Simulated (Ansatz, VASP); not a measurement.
# Cross-check of C (Diamond) between VASP and Ansatz

Aim: how closely do two programs agree when they are given the same cell, functional and k mesh? The cell is taken from a series of runs on this material, whose earlier steps may have relaxed, scaled, displaced or heated it; both programs get it as it stands.

Method: plane waves, with VASP 6.6.1 beside it; dielectric response at r2SCAN, in Ansatz 0.2.0.

## 1. The structure

It takes space group Fd-3m (No. 227, cubic). Conventional cell: a = 3.567 Å, b = 3.567 Å, c = 3.567 Å, α = 90.00°, β = 90.00°, γ = 90.00°. Nearest to C lie 4 C at 1.54 Å.

As a file:

```xyz
2
Lattice="0.0000 1.7834 1.7834 1.7834 0.0000 1.7834 1.7834 1.7834 0.0000" Properties=species:S:1:pos:R:3 pbc="T T T"
C     0.0000    0.0000    0.0000
C     0.8917    0.8917    0.8917
```

## 2. VASP: dielectric response, r2SCAN

The response to a field tests empty states and converges slowly with the mesh.

Lines of VASP's logs that name or quote its potential files are left out, and so is its time.

INCAR

```
SYSTEM = C
PREC = Accurate
ENCUT = 580
EDIFF = 1E-08
NELM = 120
ISMEAR = 0
SIGMA = 0.01
LREAL = .FALSE.
ALGO = Normal
METAGGA = R2SCAN
LASPH = .TRUE.
NBANDS = 10
LORBIT = 11
LWAVE = .FALSE.
LCHARG = .FALSE.
ISIF = 2
LCALCEPS = .TRUE.
LPEAD = .TRUE.
GGA_COMPAT = .FALSE.
EFERMI = MIDGAP
LMIXTAU = .TRUE.
KPAR = 2
```

POSCAR

```
C
1.0
    0.0000000000      1.7833700000      1.7833700000
    1.7833700000      0.0000000000      1.7833700000
    1.7833700000      1.7833700000      0.0000000000
C
2
Direct
    0.0000000000      0.0000000000      0.0000000000
    0.2500000000      0.2500000000      0.2500000000
```

KPOINTS

```
Automatic mesh
0
Gamma
11 11 11
0 0 0
```

The projector-augmented-wave data sets are C (PBE family, release 64).

Run with:

```bash
$ mpirun -np 2 vasp_std
```

Numbers of over 12 decimals in the logs are rounded to 6 here.

Log:

```text
[banner, memory and clock lines left out]
running    2 mpi-ranks, on    1 nodes
 distrk:  each k-point on    1 cores,    2 groups
 distr:  one band on    1 cores,    1 groups

 POSCAR found type information on POSCAR C
 POSCAR found :  1 types and       2 ions
|                                                                             |
|               ----> ADVICE to this user running VASP <----                  |
|                                                                             |
|     You enforced a specific xc type in the INCAR file but a different       |
|     [... a line on the potential file left out ...]
|     I HOPE YOU KNOW WHAT YOU ARE DOING!                                     |
|                                                                             |

 LDA part: xc-table for (None), standard interpolation
 POSCAR, INCAR and KPOINTS ok, starting setup
 FFT: planning ... GRIDC
 FFT: planning ... GRID_SOFT
 FFT: planning ... GRID
 WAVECAR not read
 entering main loop
       N       E                     dE             d eps       ncg     rms          rms(c)
DAV:   1    -0.158029215106E+01   -0.15803E+01   -0.52307E+03  1160   0.884E+02
DAV:   2    -0.215651592030E+02   -0.19985E+02   -0.19208E+02  1490   0.132E+02
DAV:   3    -0.219484172857E+02   -0.38326E+00   -0.38234E+00  1332   0.150E+01
DAV:   4    -0.219491483139E+02   -0.73103E-03   -0.73097E-03  1226   0.752E-01
DAV:   5    -0.219491492185E+02   -0.90456E-06   -0.90455E-06  1272   0.263E-02    0.511E+00
DAV:   6    -0.194568784597E+02    0.24923E+01   -0.33159E-01  1202   0.520E+00    0.418E+00
DAV:   7    -0.223440107859E+02   -0.28871E+01   -0.86965E-01  1160   0.708E+00    0.893E-01
DAV:   8    -0.194698677911E+02    0.28741E+01   -0.28883E-01  1146   0.462E+00    0.106E+00
DAV:   9    -0.196523028518E+02   -0.18244E+00   -0.33242E-02  1178   0.200E+00    0.111E-01
DAV:  10    -0.196607691472E+02   -0.84663E-02   -0.60809E-03  1166   0.753E-01    0.157E-01
DAV:  11    -0.196602766476E+02    0.49250E-03   -0.64686E-05  1196   0.806E-02    0.153E-01
DAV:  12    -0.196618952598E+02   -0.16186E-02   -0.25668E-04  1120   0.194E-01    0.360E-02
DAV:  13    -0.196619576842E+02   -0.62424E-04   -0.14686E-05  1296   0.498E-02    0.204E-02
DAV:  14    -0.196619580224E+02   -0.33813E-06   -0.58891E-08  1244   0.315E-03    0.213E-02
DAV:  15    -0.196619578493E+02    0.17304E-06   -0.71979E-07  1218   0.918E-03    0.243E-03
DAV:  16    -0.196619579674E+02   -0.11811E-06   -0.56598E-08  1164   0.261E-03    0.108E-03
DAV:  17    -0.196619580968E+02   -0.12942E-06   -0.37462E-09   688   0.768E-04    0.275E-04
DAV:  18    -0.196619580472E+02    0.49676E-07   -0.32451E-09   654   0.662E-04    0.118E-04
DAV:  19    -0.196619580875E+02   -0.40363E-07   -0.70886E-10   574   0.321E-04    0.251E-05
DAV:  20    -0.196619580797E+02    0.78233E-08   -0.26085E-11   572   0.643E-05
       N       E                     dE             d eps       ncg     rms          rms(c)
SDA:   1    -0.196619581599E+02   -0.19662E+02   -0.97103E-13  3660   0.243E-12   0.000E+00
DMP:   2    -0.196619581601E+02   -0.14882E-09   -0.17871E-12  3660   0.383E-12   0.167E-12
 final diagonalization occupied
 p_tot=(  0.357E+01  0.357E+01  0.357E+01 )
       N       E                     dE             d eps       ncg     rms          rms(c)
 p_tot=(  0.357E+01  0.357E+01  0.357E+01 )
dp_tot=(  0.000E+00  0.000E+00  0.000E+00 )  diag[e(oo)]=(  1.00000    ---      ---   )
SDA:   1    -0.196619581601E+02   -0.14410E-09   -0.65086E-05  3660   0.163E-04   0.000E+00
 p_tot=(  0.357E+01  0.357E+01  0.357E+01 )
dp_tot=(  0.651E-03  0.246E-07  0.246E-07 )  diag[e(oo)]=(  2.03825    ---      ---   )
DMP:   2    -0.196619636521E+02   -0.54920E-05   -0.55756E-05  3660   0.813E-05   0.112E-04
 p_tot=(  0.357E+01  0.357E+01  0.357E+01 )
dp_tot=(  0.144E-02  0.566E-07  0.566E-07 )  diag[e(oo)]=(  3.29151    ---      ---   )
DMP:   3    -0.196619679268E+02   -0.42747E-05   -0.28971E-05  3660   0.338E-05   0.743E-05
 p_tot=(  0.357E+01  0.357E+01  0.357E+01 )
dp_tot=(  0.206E-02  0.861E-07  0.861E-07 )  diag[e(oo)]=(  4.29263    ---      ---   )
DMP:   4    -0.196619701208E+02   -0.21940E-05   -0.16048E-05  3660   0.208E-05   0.373E-05
 p_tot=(  0.357E+01  0.357E+01  0.357E+01 )
dp_tot=(  0.246E-02  0.109E-06  0.109E-06 )  diag[e(oo)]=(  4.91621    ---      ---   )
DMP:   5    -0.196619714177E+02   -0.12969E-05   -0.10511E-05  3660   0.134E-05   0.247E-05
 p_tot=(  0.357E+01  0.357E+01  0.357E+01 )
dp_tot=(  0.266E-02  0.127E-06  0.127E-06 )  diag[e(oo)]=(  5.24026    ---      ---   )
DMP:   6    -0.196619722727E+02   -0.85502E-06   -0.60622E-06  3660   0.660E-06   0.165E-05
 p_tot=(  0.357E+01  0.357E+01  0.357E+01 )
dp_tot=(  0.276E-02  0.140E-06  0.140E-06 )  diag[e(oo)]=(  5.39999    ---      ---   )
DMP:   7    -0.196619727487E+02   -0.47600E-06   -0.29775E-06  3660   0.295E-06   0.864E-06
 p_tot=(  0.357E+01  0.357E+01  0.357E+01 )
dp_tot=(  0.282E-02  0.150E-06  0.150E-06 )  diag[e(oo)]=(  5.49888    ---      ---   )
DMP:   8    -0.196619729804E+02   -0.23172E-06   -0.15167E-06  3660   0.164E-06   0.414E-06
 p_tot=(  0.357E+01  0.357E+01  0.357E+01 )
dp_tot=(  0.287E-02  0.159E-06  0.159E-06 )  diag[e(oo)]=(  5.58446    ---      ---   )
DMP:   9    -0.196619731019E+02   -0.12145E-06   -0.86296E-07  3660   0.973E-07   0.228E-06
[...]
DMP:   3    -0.196619679268E+02   -0.42747E-05   -0.28971E-05  3660   0.338E-05   0.743E-05
 p_tot=(  0.357E+01  0.357E+01  0.357E+01 )
dp_tot=(  0.103E-06  0.206E-02  0.104E-06 )  diag[e(oo)]=(    ---    4.29266    ---   )
DMP:   4    -0.196619701208E+02   -0.21939E-05   -0.16048E-05  3660   0.208E-05   0.373E-05
 p_tot=(  0.357E+01  0.357E+01  0.357E+01 )
dp_tot=(  0.111E-06  0.246E-02  0.115E-06 )  diag[e(oo)]=(    ---    4.91624    ---   )
DMP:   5    -0.196619714177E+02   -0.12969E-05   -0.10511E-05  3660   0.134E-05   0.247E-05
 p_tot=(  0.357E+01  0.357E+01  0.357E+01 )
dp_tot=(  0.108E-06  0.266E-02  0.117E-06 )  diag[e(oo)]=(    ---    5.24029    ---   )
DMP:   6    -0.196619722727E+02   -0.85502E-06   -0.60622E-06  3660   0.660E-06   0.165E-05
 p_tot=(  0.357E+01  0.357E+01  0.357E+01 )
dp_tot=(  0.102E-06  0.276E-02  0.116E-06 )  diag[e(oo)]=(    ---    5.40001    ---   )
DMP:   7    -0.196619727487E+02   -0.47599E-06   -0.29775E-06  3660   0.295E-06   0.864E-06
 p_tot=(  0.357E+01  0.357E+01  0.357E+01 )
dp_tot=(  0.987E-07  0.282E-02  0.116E-06 )  diag[e(oo)]=(    ---    5.49889    ---   )
DMP:   8    -0.196619729804E+02   -0.23173E-06   -0.15167E-06  3660   0.164E-06   0.414E-06
 p_tot=(  0.357E+01  0.357E+01  0.357E+01 )
dp_tot=(  0.988E-07  0.287E-02  0.119E-06 )  diag[e(oo)]=(    ---    5.58447    ---   )
DMP:   9    -0.196619731019E+02   -0.12143E-06   -0.86295E-07  3660   0.973E-07   0.228E-06
 p_tot=(  0.357E+01  0.357E+01  0.357E+01 )
dp_tot=(  0.102E-06  0.292E-02  0.123E-06 )  diag[e(oo)]=(    ---    5.66362    ---   )
DMP:  10    -0.196619731717E+02   -0.69801E-07   -0.48146E-07  3660   0.511E-07   0.133E-06
 p_tot=(  0.357E+01  0.357E+01  0.357E+01 )
dp_tot=(  0.105E-06  0.296E-02  0.128E-06 )  diag[e(oo)]=(    ---    5.72787    ---   )
DMP:  11    -0.196619732103E+02   -0.38678E-07   -0.25989E-07  3660   0.270E-07   0.730E-07
 p_tot=(  0.357E+01  0.357E+01  0.357E+01 )
dp_tot=(  0.109E-06  0.299E-02  0.132E-06 )  diag[e(oo)]=(    ---    5.77085    ---   )
DMP:  12    -0.196619732315E+02   -0.21183E-07   -0.14999E-07  3660   0.162E-07   0.409E-07
 p_tot=(  0.357E+01  0.357E+01  0.357E+01 )
dp_tot=(  0.113E-06  0.301E-02  0.136E-06 )  diag[e(oo)]=(    ---    5.79373    ---   )
DMP:  13    -0.196619732440E+02   -0.12514E-07   -0.90720E-08  3660   0.964E-08   0.251E-07
 p_tot=(  0.357E+01  0.357E+01  0.357E+01 )
dp_tot=(  0.115E-06  0.301E-02  0.139E-06 )  diag[e(oo)]=(    ---    5.80287    ---   )
DMP:  14    -0.196619732516E+02   -0.75914E-08   -0.52351E-08  3660   0.517E-08   0.152E-07
 final diagonalization full
 p_tot=(  0.357E+01  0.357E+01  0.357E+01 )
dp_tot=(  0.117E-06  0.301E-02  0.141E-06 )  diag[e(oo)]=(    ---    5.80540    ---   )
       N       E                     dE             d eps       ncg     rms          rms(c)
SDA:   1    -0.196619581590E+02    0.15085E-04   -0.29611E-10  3660   0.740E-10   0.000E+00
DMP:   2    -0.196619581601E+02   -0.11009E-08   -0.32041E-11  3660   0.165E-10  -0.222E-10
 final diagonalization occupied
 p_tot=(  0.357E+01  0.357E+01  0.357E+01 )
       N       E                     dE             d eps       ncg     rms          rms(c)
 p_tot=(  0.357E+01  0.357E+01  0.357E+01 )
dp_tot=(  0.000E+00  0.000E+00  0.000E+00 )  diag[e(oo)]=(    ---      ---    1.00000 )
SDA:   1    -0.196619581601E+02   -0.10610E-08   -0.65089E-05  3660   0.163E-04   0.000E+00
 p_tot=(  0.357E+01  0.357E+01  0.357E+01 )
dp_tot=(  0.378E-07  0.391E-07  0.651E-03 )  diag[e(oo)]=(    ---      ---    2.03827 )
DMP:   2    -0.196619636522E+02   -0.54922E-05   -0.55757E-05  3660   0.813E-05   0.112E-04
 p_tot=(  0.357E+01  0.357E+01  0.357E+01 )
dp_tot=(  0.785E-07  0.800E-07  0.144E-02 )  diag[e(oo)]=(    ---      ---    3.29156 )
DMP:   3    -0.196619679269E+02   -0.42747E-05   -0.28970E-05  3660   0.338E-05   0.743E-05
 p_tot=(  0.357E+01  0.357E+01  0.357E+01 )
dp_tot=(  0.105E-06  0.105E-06  0.206E-02 )  diag[e(oo)]=(    ---      ---    4.29268 )
DMP:   4    -0.196619701209E+02   -0.21939E-05   -0.16047E-05  3660   0.208E-05   0.373E-05
 p_tot=(  0.357E+01  0.357E+01  0.357E+01 )
dp_tot=(  0.116E-06  0.112E-06  0.246E-02 )  diag[e(oo)]=(    ---      ---    4.91626 )
DMP:   5    -0.196619714177E+02   -0.12968E-05   -0.10511E-05  3660   0.134E-05   0.247E-05
 p_tot=(  0.357E+01  0.357E+01  0.357E+01 )
dp_tot=(  0.117E-06  0.108E-06  0.266E-02 )  diag[e(oo)]=(    ---      ---    5.24030 )
DMP:   6    -0.196619722727E+02   -0.85500E-06   -0.60622E-06  3660   0.660E-06   0.165E-05
 p_tot=(  0.357E+01  0.357E+01  0.357E+01 )
dp_tot=(  0.114E-06  0.100E-06  0.276E-02 )  diag[e(oo)]=(    ---      ---    5.40001 )
DMP:   7    -0.196619727487E+02   -0.47600E-06   -0.29775E-06  3660   0.295E-06   0.864E-06
 p_tot=(  0.357E+01  0.357E+01  0.357E+01 )
dp_tot=(  0.113E-06  0.956E-07  0.282E-02 )  diag[e(oo)]=(    ---      ---    5.49889 )
DMP:   8    -0.196619729804E+02   -0.23173E-06   -0.15167E-06  3660   0.164E-06   0.414E-06
 p_tot=(  0.357E+01  0.357E+01  0.357E+01 )
dp_tot=(  0.115E-06  0.945E-07  0.287E-02 )  diag[e(oo)]=(    ---      ---    5.58447 )
DMP:   9    -0.196619731018E+02   -0.12142E-06   -0.86295E-07  3660   0.973E-07   0.228E-06
 p_tot=(  0.357E+01  0.357E+01  0.357E+01 )
dp_tot=(  0.118E-06  0.964E-07  0.292E-02 )  diag[e(oo)]=(    ---      ---    5.66361 )
DMP:  10    -0.196619731716E+02   -0.69802E-07   -0.48146E-07  3660   0.511E-07   0.133E-06
 p_tot=(  0.357E+01  0.357E+01  0.357E+01 )
dp_tot=(  0.123E-06  0.997E-07  0.296E-02 )  diag[e(oo)]=(    ---      ---    5.72787 )
DMP:  11    -0.196619732103E+02   -0.38673E-07   -0.25988E-07  3660   0.270E-07   0.730E-07
 p_tot=(  0.357E+01  0.357E+01  0.357E+01 )
dp_tot=(  0.127E-06  0.103E-06  0.299E-02 )  diag[e(oo)]=(    ---      ---    5.77085 )
DMP:  12    -0.196619732315E+02   -0.21191E-07   -0.14999E-07  3660   0.162E-07   0.409E-07
 p_tot=(  0.357E+01  0.357E+01  0.357E+01 )
dp_tot=(  0.130E-06  0.106E-06  0.301E-02 )  diag[e(oo)]=(    ---      ---    5.79372 )
DMP:  13    -0.196619732440E+02   -0.12525E-07   -0.90720E-08  3660   0.964E-08   0.251E-07
 p_tot=(  0.357E+01  0.357E+01  0.357E+01 )
dp_tot=(  0.133E-06  0.109E-06  0.301E-02 )  diag[e(oo)]=(    ---      ---    5.80286 )
DMP:  14    -0.196619732516E+02   -0.75875E-08   -0.52351E-08  3660   0.517E-08   0.152E-07
 final diagonalization full
 p_tot=(  0.357E+01  0.357E+01  0.357E+01 )
dp_tot=(  0.135E-06  0.111E-06  0.301E-02 )  diag[e(oo)]=(    ---      ---    5.80539 )
   1 F= -.19661973E+02 E0= -.19661973E+02  d E =0.000000E+00
```

OUTCAR, selected parts (step 2):

```text
ion  position               nearest neighbor table
   1  0.000  0.000  0.000-   2 1.54   2 1.54   2 1.54   2 1.54
   2  0.250  0.250  0.250-   1 1.54   1 1.54   1 1.54   1 1.54

  LATTYP: Found a face centered cubic cell.
 ALAT       =     3.5667400000

 Subroutine GETGRP returns: Found 48 space group operations
 (whereof 24 operations were pure point group operations)

The static configuration has the point symmetry T_d .
 The point group associated with its full space group is O_h .

 Found     56 irreducible k-points:

   k-points           NKPTS =     56   k-points in BZ     NKDIM =     56   number of bands    NBANDS=     10

   dimension x,y,z NGX =    20 NGY =   20 NGZ =   20
   dimension x,y,z NGXF=    40 NGYF=   40 NGZF=   40

   ENCUT  =  580.0 eV  42.63 Ry    6.53 a.u.   4.95  4.95  4.95*2*pi/ulx,y,z

   NELECT =       8.0000    total number of electrons

 k-points in reciprocal lattice and weights: Automatic mesh
   0.00000000  0.00000000  0.00000000       0.001
   0.09090909  0.00000000  0.00000000       0.006
   0.18181818  0.00000000  0.00000000       0.006
   0.27272727  0.00000000  0.00000000       0.006
   0.36363636  0.00000000  0.00000000       0.006
   0.45454545  0.00000000  0.00000000       0.006
   0.09090909  0.09090909  0.00000000       0.005
   0.18181818  0.09090909  0.00000000       0.018
   0.27272727  0.09090909  0.00000000       0.018
[...]
-0.36363636  0.45454545  0.18181818       0.018
  -0.27272727  0.45454545  0.18181818       0.018

 average (electrostatic) potential at core
       1 -47.4435       2 -47.4435

            Ionic dipole moment: p[ion]=(     3.56674     3.56674     3.56674 ) |e| Angst

 Total electronic dipole moment: p[elc]=(     0.00000     0.00000     0.00301 ) |e| Angst

 MACROSCOPIC STATIC DIELECTRIC TENSOR (including local field effects)
 ------------------------------------------------------
           5.805393    -0.000000     0.000000
           0.000000     5.805393    -0.000000
          -0.000000    -0.000000     5.805393
 ------------------------------------------------------

 PIEZOELECTRIC TENSOR (including local field effects) (C/m^2)
          XX          YY          ZZ          XY          YZ          ZX
  --------------------------------------------------------------------------------
  x     0.00000    -0.00000    -0.00000     0.00000     0.00000     0.00000
  y     0.00000     0.00000     0.00000    -0.00000     0.00000     0.00000
  z     0.00000     0.00000     0.00000     0.00000    -0.00000     0.00000

 BORN EFFECTIVE CHARGES (including local field effects) (in |e|, cummulative output)
 ---------------------------------------------------------------------------------
 ion    1
    1    -0.00000     0.00000    -0.00000
    2    -0.00000    -0.00000     0.00000
    3    -0.00000     0.00000    -0.00000
 ion    2
    1     0.00000    -0.00000     0.00000
    2     0.00000     0.00000     0.00000
    3    -0.00000    -0.00000     0.00000

  Total       -0.1374050     -0.1374050     -0.1374050     -0.0000000     -0.0000000      0.0000000
  in kB      -19.4070176    -19.4070176    -19.4070176     -0.0000000     -0.0000000      0.0000000
  external PRESSURE =     -19.4070176 kB  Pullay stress =       0.0000000 kB

  energy-cutoff  :      580.00
  volume of cell :       11.34
      direct lattice vectors                 reciprocal lattice vectors
     0.000000000  1.783370000  1.783370000    -0.280368067  0.280368067  0.280368067
     1.783370000  0.000000000  1.783370000     0.280368067 -0.280368067  0.280368067
     1.783370000  1.783370000  0.000000000     0.280368067  0.280368067 -0.280368067

 POSITION                                       TOTAL-FORCE (eV/Angst)
 -----------------------------------------------------------------------------------
      0.00000      0.00000      0.00000         0.000000     -0.000000      0.000000
      0.89168      0.89168      0.89168        -0.000000      0.000000     -0.000000
 -----------------------------------------------------------------------------------
    total drift:                                0.000000      0.000000      0.000000
```

[end of part 1 of 2]

[Lines on the potential files, build, host, timing and source positions are cut from VASP's logs without a mark.]

[Logs are printed without paths, hosts, clocks, repeated set-up lines and the standing remarks that a program may print on its own settings, such as how far it seeks lower states.]

[Hosts, paths, dates, database ids (printed as entryN), source tags and the programs' standing remarks are cut or masked in the printed files.]
